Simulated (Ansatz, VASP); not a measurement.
GaAs in VASP and in Ansatz

The input INCAR:

```
PREC = Accurate
ENCUT = 520
EDIFF = 1E-6
ISMEAR = 0
SIGMA = 0.05
LREAL = False
LASPH = True
NELM = 100
ALGO = Normal
ISIF = 2
LWAVE = False
LCHARG = False
GGA = RE
NBANDS = 16
```

File KPOINTS:

```
regular mesh
0
Gamma
  8 8 8
```

File POSCAR:

```
GaAs
1.0
    0.0000000000      2.8738077489      2.8738077489
    2.8738077489      0.0000000000      2.8738077489
    2.8738077489      2.8738077489      0.0000000000
Ga As
1 1
Direct
    0.0000000000      0.0000000000      0.0000000000
    0.7500000000      0.7500000000      0.7500000000
```

Input for Ansatz:

```yaml
crystal:
  lattice:
    - [0.0, 2.8738077489, 2.8738077489]
    - [2.8738077489, 0.0, 2.8738077489]
    - [2.8738077489, 2.8738077489, 0.0]
  atoms:
    - { symbol: Ga, position: [0.0, 0.0, 0.0] }
    - { symbol: As, position: [0.75, 0.75, 0.75] }
basis:
  ecutwfc: 420
  ecutrho_ratio: 4
kpoints:
  mp_grid: { grid: [8, 8, 8] }
hamiltonian:
  xc: revpbe
scf:
  occupations: { method: gaussian, width: 0.05 }
output:
  forces: true
  stress: true
  eigenvalues: true
```

Alike in both runs: task single point; functional revPBE; k mesh 8 × 8 × 8; occupations gaussian, width 0.05 eV; no spin polarisation.

|  | VASP | Ansatz |
| --- | --- | --- |
| version | VASP 6.6.1 | Ansatz 0.2.0 |
| potentials or method | VASP PAW PBE potentials, release 64 (Ga_d, As) | scalar-relativistic, plane waves, PAW |
| plane-wave cutoff (eV) | 520 | 420 |
| valence electrons in the cell | 18 | 28 |

```tsv
	VASP	Ansatz	Ansatz less VASP
gap on the k mesh at the Fermi level (eV)	0.25	0.24	-0.004
least direct gap on the mesh (eV)	0.25	0.24	-0.004
pressure (GPa)	1.4	1.2	-0.15
```

The two sets of potentials don't hold the same shells in valence.

Caveats: the PAW data sets were made with another functional, which shifts forces and pressure a little (VASP).
